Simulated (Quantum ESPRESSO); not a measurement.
## MgSi: equation of state with PBEsol

The system is MgSi.

```
CELL_PARAMETERS angstrom
2.90839 0.00000 0.00000
0.00000 2.90839 0.00000
0.00000 0.00000 4.10343
ATOMIC_POSITIONS crystal
Si 0.50000 0.50000 0.50000
Mg 0.00000 0.00000 0.00000
```

The cell comes from a database or a generator and needn't be the stable form of this composition.

| Property | Result |
| --- | --- |
| Program | Quantum ESPRESSO 7.5 |
| Task | equation of state |
| Functional | PBEsol |
| Potentials or basis | GBRV 1.5 PBEsol |
| Cutoff | 612 eV |
| Density cutoff | 4898 eV |
| k mesh | 9 × 9 × 7 |
| Occupations | fermi-dirac, width 0.05 eV |
| Spin | no spin polarisation |
| Mixing beta | 0.5 |
| Most SCF iterations | 120 |
| SCF threshold | 4e-10 Ry |

The equilibrium volume is 16.94 Å³/atom, the bulk modulus at fixed shape and positions is 66 GPa and the pressure derivative of the bulk modulus is 4.1.

Energy against volume, from the lowest point:
```tsv
volume (Å³/atom)	energy (meV/atom)
16.314	4.97
16.661	0.89
17.008	0.00
17.355	1.99
17.702	6.57
18.049	13.49
18.396	22.51
```

All runs of the series together: 54 s on 2 threads of Arm Neoverse V2, on a shared host.

Caveat: the cell was scaled at fixed shape and fractional positions, which overstates the stiffness of a crystal with free parameters, most of all of layers and chains.
